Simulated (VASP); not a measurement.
# Sb in VASP: further runs, part 2 of 2

VASP 6.6.1. Earlier steps stand in the parts before.

**4. Relaxation of cell and atoms, LDA**

This run uses another cell than the first one: it holds 2 atoms, not 1.

INCAR

```
PREC = Accurate
ENCUT = 600
EDIFF = 1E-6
ISMEAR = -1
SIGMA = 0.05
LREAL = F
LASPH = T
NELM = 60
ALGO = Fast
ISIF = 3
LWAVE = F
LCHARG = F
GGA = CA
IBRION = 2
NSW = 60
EDIFFG = -0.01
```

KPOINTS

```
regular mesh
0
Gamma
  8 8 4
```

POSCAR

```
Sb
1.0
    3.3545324186      0.0000000000      0.0000000000
   -1.6772662093      2.9051102923      0.0000000000
    0.0000000000      0.0000000000      5.4701606500
Sb
2
Direct
    0.6666666667      0.3333333333      0.7500000000
    0.3333333333      0.6666666667      0.2500000000
```

Potentials or basis: VASP PAW LDA potentials, release 64 (Sb).

Command:

```
> cat potpaw_LDA.64/Sb/POTCAR > POTCAR
> mpirun -np 1 vasp_std > vasp.out
```

OUTCAR:

```text
PREC = Accurate
   ENCUT = 600
   EDIFF = 1E-6
   ISMEAR = -1
   LREAL = F
   LASPH = T
   NELM = 60
   ISIF = 3
   GGA = CA
   IBRION = 2
   NSW = 60
   EDIFFG = -0.01

 ion  position               nearest neighbor table
   1  0.667  0.333  0.750-   2 3.35   2 3.35   2 3.35   2 3.35   2 3.35   2 3.35
   2  0.333  0.667  0.250-   1 3.35   1 3.35   1 3.35   1 3.35   1 3.35   1 3.35

  LATTYP: Found a hexagonal cell.
 ALAT       =     3.3545324186
 C/A-ratio  =     1.6306775334

  Lattice vectors:

 A1 = (   3.3545324186,   0.0000000000,   0.0000000000)
 A2 = (  -1.6772662093,   2.9051102923,   0.0000000000)
 A3 = (   0.0000000000,   0.0000000000,   5.4701606500)

Analysis of symmetry for initial positions (statically):
=====================================================================
 Subroutine PRICEL returns:
 Original cell was already a primitive cell.

 Routine SETGRP: Setting up the symmetry group for a
 hexagonal supercell.

 Subroutine GETGRP returns: Found 24 space group operations
 (whereof 12 operations were pure point group operations)
 out of a pool of 24 trial point group operations.

The static configuration has the point symmetry D_3d.
 The point group associated with its full space group is D_6h.

Analysis of symmetry for dynamics (positions and initial velocities):
=====================================================================
 Subroutine PRICEL returns:
 Original cell was already a primitive cell.

 Routine SETGRP: Setting up the symmetry group for a
 hexagonal supercell.

 Subroutine GETGRP returns: Found 24 space group operations
 (whereof 12 operations were pure point group operations)
 out of a pool of 24 trial point group operations.

The dynamic configuration has the point symmetry D_3d.
 The point group associated with its full space group is D_6h.

 Subroutine INISYM returns: Found 24 space group operations
 (whereof 12 operations are pure point group operations),
 and found     1 'primitive' translations

[... 126 lines left out ...]
 non-spin polarized calculation
 RMM-DIIS sequential band-by-band and
  energy-cutoff  :      600.00
  volume of cell :       53.31
 maximum number of plane-waves:      1798
 NGX is ok and might be reduce to    28

--------------------------------------- Ionic step        1  -------------------------------------------

 number of electron      10.0000000 magnetization

 Free energy of the ion-electron system (eV)
  ---------------------------------------------------
  ext. energy  EPLUGINS =         0.00000000
  ---------------------------------------------------
  free energy    TOTEN  =        -9.11321744 eV

  energy without entropy =       -9.09972427  energy(sigma->0) =       -9.10647085

------------------------ aborting loop because EDIFF is reached ----------------------------------------

  FORCE on cell =-STRESS in cart. coord.  units (eV):
  Direction    XX          YY          ZZ          XY          YZ          ZX
  --------------------------------------------------------------------------------------
  -------------------------------------------------------------------------------------
  Total       -0.9924601     -0.9924601     -0.3126531     -0.0000000     -0.0000000      0.0000000
  in kB      -29.8283290    -29.8283290     -9.3967707     -0.0000000     -0.0000000      0.0000000
  external PRESSURE =     -23.0178095 kB  Pullay stress =       0.0000000 kB
[... 239 lines left out ...]
--------------------------------------- Ionic step        8  -------------------------------------------

 number of electron      10.0000000 magnetization

 Free energy of the ion-electron system (eV)
  ---------------------------------------------------
  ext. energy  EPLUGINS =         0.00000000
  ---------------------------------------------------
  free energy    TOTEN  =        -9.13364166 eV

  energy without entropy =       -9.12525907  energy(sigma->0) =       -9.12945037

 E-fermi :   8.9831     XC(G=0): -10.5636

 val. band max:        8.9684986638   @ k =   0.1250   0.1250   0.2500
 cond. band min:       9.1273849608   @ k =   0.2500   0.1250   0.2500
 fundamental gap:      0.1588862970
 Fermi energy:         8.9830923143

 k-point     1 :       0.0000    0.0000    0.0000
  band No.  band energies     occupation
      1      -4.2913      2.00000
      2      -0.5719      2.00000
      3       2.8930      2.00000
      4      13.0320      0.00000
      5      13.0320      0.00000
      6      14.2383      0.00000
      7      14.6230      0.00000
      8      14.6230      0.00000
      9      17.2215      0.00000
[... 265 lines left out ...]
 k-point    24 :       0.3750    0.0000    0.5000
  band No.  band energies     occupation
      1      -0.6044      2.00000
      2      -0.6044      2.00000
      3       5.0450      2.00000
      4       5.0450      2.00000
      5      10.1373      0.00000
      6      10.1373      0.00000
      7      11.1005      0.00000
      8      11.1005      0.00000
      9      14.8297      0.00000

 [... further k-points ...]
[... 5 lines left out ...]
  --------------------------------------------------------------------------------------
  -------------------------------------------------------------------------------------
  Total       -0.0036525     -0.0036525      0.0082558      0.0000000      0.0000000      0.0000000
  in kB       -0.1136307     -0.1136307      0.2568412      0.0000000      0.0000000      0.0000000
  external PRESSURE =       0.0098599 kB  Pullay stress =       0.0000000 kB
[... 17 lines left out ...]
  FREE ENERGIE OF THE ION-ELECTRON SYSTEM (eV)
  ---------------------------------------------------
  free  energy   TOTEN  =        -9.1336416648 eV

  energy  without entropy=       -9.1252590745  energy(sigma->0) =       -9.12945037

 reached required accuracy - stopping structural energy minimisation
```

It took 32 s on 1 thread of Intel Xeon Platinum 8488C (Sapphire Rapids), shared host; peak memory 0.17 GiB.

Results:

```yaml
Free_energy: -9.1336 eV
Relaxed_volume: 25.75 Å³/atom
Relaxed_cell: a = 3.286 Å, b = 3.286 Å, c = 5.507 Å, α = 90.00°, β = 90.00°, γ = 120.00°
Space_group_after_relaxing_to_0.05_Å: P6_3/mmc (No. 194)
Energy_gained_by_relaxing: 10.2 meV/atom
Ionic_steps: 8
Pressure_after_relaxing: 0.0 GPa
Band_gap_on_the_k_mesh: none (metal or under the smearing width)
```

Step by step:
```tsv
step	energy change (eV)	largest force (eV/Å)	pressure (GPa)	volume (Å³)
1	0.0000	0.0000	-2.30	53.31
2	-0.0132	0.0000	1.69	50.40
3	-0.0172	0.0000	0.31	51.33
4	-0.0202	0.0000	0.14	51.41
5	-0.0204	0.0000	0.10	51.43
6	-0.0204	0.0000	0.10	51.43
7	-0.0204	0.0000	-0.06	51.55
8	-0.0204	0.0000	0.00	51.50
```

Final structure:
```xyz
2
Lattice="3.2861 0.0000 0.0000 -1.6431 2.8459 0.0000 0.0000 0.0000 5.5069" Properties=species:S:1:pos:R:3 pbc="T T T"
Sb    1.6431    0.9486    4.1302
Sb    0.0000    1.8972    1.3767
```

Spin-orbit coupling is left out, which matters for the levels of Sb.

**5. Single point, PBE**

This run uses another cell than the first one: it holds 2 atoms, not 1.

INCAR

```
SYSTEM = Sb
PREC = Accurate
ENCUT = 450
EDIFF = 1E-6
ISMEAR = 0
SIGMA = 0.02
LREAL = .FALSE.
LASPH = .TRUE.
NELM = 100
ALGO = Normal
ISIF = 2
LWAVE = .FALSE.
LCHARG = .FALSE.
GGA = PE
```

KPOINTS

```
regular mesh
0
G
  4 4 3
  0 0 0
```

POSCAR is that of step 4.

Potentials or basis: VASP PAW PBE potentials, release 64 (Sb_d_GW).

Command:

```
> cat potpaw_PBE.64/Sb_d_GW/POTCAR > POTCAR
> mpirun -np 1 vasp_std > vasp.out
```

Wall time 14 s (1 thread of Intel Xeon Platinum 8559C (Emerald Rapids), shared host); peak memory 0.15 GiB.

Results (log left out):

```
Free energy            : -7.8294 eV
Pressure               : 2.0 GPa
Band gap on the k mesh : none (metal or under the smearing width)
```

Stress tensor (GPa, compression positive):
```
 3.89  0.00  0.00
 0.00  3.89  0.00
 0.00  0.00 -1.68
```

Levels at points of the mesh, in eV from the Fermi level:
| k point | band 11 | band 12 | band 13 | band 14 | band 15 | band 16 | band 17 | band 18 |
| --- | --- | --- | --- | --- | --- | --- | --- | --- |
| (0.00, 0.00, 0.00) | -12.77 | -8.91 | -5.67 | 3.85 | 3.85 | 5.50 | 5.50 | 5.70 |
| (0.50, 0.00, 0.00) | -9.16 | -7.85 | -4.09 | -2.82 | -2.09 | 0.06 | 0.62 | 3.95 |

Caveat: the k mesh is coarse (spacing up to 0.54 Å⁻¹), so the values aren't converged. The run has no spin-orbit coupling, so splittings on Sb are missing.

**6. Single point, PBE**

This run uses another cell than the first one: it holds 2 atoms, not 1.

INCAR

```
SYSTEM = Sb
  PREC = Accurate
  ENCUT = 400
  EDIFF = 1E-6
  ISMEAR = 0
  SIGMA = 0.02
  LREAL = .FALSE.
  LASPH = .TRUE.
  NELM = 80
  ALGO = Normal
  ISIF = 2
  LWAVE = .FALSE.
  LCHARG = .FALSE.
  GGA = PE
  NBANDS = 22
```

KPOINTS

```
Automatic mesh
0
G
  5 5 3
  0 0 0
```

POSCAR is that of step 5.

Potentials or basis: VASP PAW PBE potentials, release 64 (Sb_d_GW).

Command:

```
> cat potpaw_PBE.64/Sb_d_GW/POTCAR > POTCAR
> mpirun -np 1 vasp_std > vasp.out
```

Wall time 7.9 s (1 thread of Intel Xeon Platinum 8488C (Sapphire Rapids), shared host); peak memory 0.15 GiB.

Results (log left out):

```yaml
Free_energy: -7.7645 eV
Pressure: 0.0 GPa
Band_gap_on_the_k_mesh: none (metal or under the smearing width)
```

Stress tensor (GPa, compression positive):
```
-1.89  0.00  0.00
 0.00 -1.89  0.00
 0.00  0.00  3.76
```

Levels at points of the mesh, in eV from the Fermi level:
```csv
k point,band 13,band 14,band 15,band 16,band 17,band 18
"(0.00, 0.00, 0.00)",-5.80,3.64,3.64,5.27,5.27,5.56
```

Caveat: the k mesh is coarse (spacing up to 0.43 Å⁻¹), so the values aren't converged.

**7. For comparison**

An earlier run on the cell as given: functional PBE; potentials or basis VASP PAW PBE potentials, release 64 (Sb); cutoff 520 eV; k mesh 9 × 9 × 5; occupations fermi-dirac, width 0.05 eV; no spin polarisation.

* Pressure: 1.3 GPa
* Band gap on the k mesh: none (metal or under the smearing width)

**8. Overview**

| task | level | potentials or basis | cell | k mesh | cutoff (eV) | smearing | ladder | mesh quality | gap on the mesh (eV) | pressure (GPa) |
| --- | --- | --- | --- | --- | --- | --- | --- | --- | --- | --- |
| relaxation of cell and atoms | LDA | VASP PAW LDA potentials, release 64 (Sb) | relaxed | 8 × 8 × 4 | 600 | fermi-dirac 0.05 eV | gaps | not flagged | none | 0.0 |
| single point | PBE | VASP PAW PBE potentials, release 64 (Sb_d_GW) | as given | 4 × 4 × 3 | 450 | gaussian 0.02 eV | - | coarse | none | 2.0 |
| single point | PBE | VASP PAW PBE potentials, release 64 (Sb_d_GW) | as given | 5 × 5 × 3 | 400 | gaussian 0.02 eV | - | coarse | none | 0.0 |
| single point | PBE | VASP PAW PBE potentials, release 64 (Sb) | as given | 9 × 9 × 5 | 520 | fermi-dirac 0.05 eV | - | not flagged | none | 1.3 |

Alike in all rows: no spin polarisation.

Caveats: some runs use coarse meshes.

Absolute energies hang on the potentials; compare differences alone.
